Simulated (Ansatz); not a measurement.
input.yaml for Rb (Ansatz 0.2.0)

```yaml
crystal:
  lattice:
    - [0.0, 3.63988467, 3.63988467]
    - [3.63988467, 0.0, 3.63988467]
    - [3.63988467, 3.63988467, 0.0]
  atoms:
    - { symbol: Rb, position: [0.0, 0.0, 0.0] }
basis: {}
kpoints:
  mp_grid: { grid: [2, 5, 5] }
hamiltonian:
  xc: pbe
  dispersion: none
  pseudopotentials: { kind: nc }
scf:
  occupations: { method: gaussian, width: 0.1 }
  max_iter: 20
output:
  forces: true
  stress: true
  eigenvalues: true
```

Command:

```bash
ansatz run input.yaml --threads 1 --pin off --max-ram 1331MiB --backend cpu --events-out ev --progress --plain --runs-dir out
```

From the log (HF is the Harris–Foulkes energy, dr2 the density residual in eV):

```text
Warning: crystal.symmetry: narrowed to the stabiliser of the k-point mesh — unitary ops 48 → 4; excluded 44 operations that carry a point of the 2×5×5 mesh (shift [0, 0, 0]) off the mesh (the run samples exactly the mesh kpoints.mp_grid names, as under crystal.symmetry.detect: false, and its converged state has the mesh's symmetry, not the crystal's …
Pseudopotential: Rb, nc, valence charge 9, recommended cutoff 630 eV (normal)
Crystal: 1 atom, lattice volume = 96.448 Å³
Basis set: ecut = 630 eV, 3479 PW (Γ), exchange–correlation on 90×90×90 points (8 copies of the dense FFT grid, shifted against one another)
Bands: 9, of which v1, the nominal top of the filled ones, is band 5 counted from 1 (4 counted from 0)
Symmetry: 4 space group operations
k-points: 18 of 50
Initial density: superposition of atomic densities
SCF iter   1: HF=-734.576145 eV  Δρ=2.37e-3  dr2=1.70e-2
SCF iter   2: HF=-734.573164 eV  Δρ=8.58e-4  dr2=2.17e-3
SCF iter   3: HF=-734.573746 eV  Δρ=2.84e-4  dr2=1.25e-4
SCF iter   4: HF=-734.573827 eV  Δρ=2.79e-5  dr2=3.58e-7
SCF iter   5: HF=-734.573842 eV  Δρ=5.54e-6  dr2=3.07e-8
SCF iter   6: F=-734.573842 eV  HF=-734.573842 eV  Δρ=8.33e-7  dr2=7.24e-10
SCF 1 converged in 6 iterations: F = -734.573842 eV  dr2 = 7.24e-10
SCF converged after 6 iterations
Free energy (F): -734.573842 eV
E sigma→0 (E₀):  -734.570598 eV
Entropy (-TS):   -0.006488 eV (-6.488 meV/atom)
Fermi energy:    1.777926 eV
--- Forces (eV/Å), atoms counted from 1 ---
  atom   1  Rb     0.00000000     0.00000000     0.00000000
--- Stress (GPa, compression-positive) ---
       -0.099259       0.123116       0.123116
        0.123116      -0.110239       0.106792
        0.123116       0.106792      -0.110239
  P = ⅓ Tr σ = -0.1066 GPa (-1.066 kbar)
```

The inputs are trials, many of them unsound on purpose. Their numbers show the effect of the settings and aren't properties of the material.